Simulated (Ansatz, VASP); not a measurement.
# S in VASP and in Ansatz

```
S
1.0
     2.22185    0.00000    0.00000
     0.00000    2.22185    0.00000
     0.00000    0.00000    2.22185
S
1
Direct
  0.00000 0.00000 0.00000
```

Change from the starting cell: volume scaled by 0.68, LAPW.

Alike in both runs: task single point; functional LDA; k mesh 16 × 16 × 16; occupations fermi-dirac, width 0.08 eV; no spin polarisation.

|  | VASP | Ansatz |
| --- | --- | --- |
| version | VASP 6.6.1 | Ansatz 0.2.0 |
| potentials or method | VASP PAW LDA potentials, release 64 (S), cutoff 520 eV | all-electron LAPW, scalar-relativistic |

|  | VASP | Ansatz | Ansatz less VASP |
| --- | --- | --- | --- |
| pressure (GPa) | 67.4 | 67.8 | +0.32 |

Ansatz ran all-electron here, so the differences hold the error of VASP's frozen core and of both bases.

Caveats: the cell as given lies far from equilibrium; so large a pressure means that the cell lies far from this level's equilibrium, or that cutoff or potentials fall short (VASP).
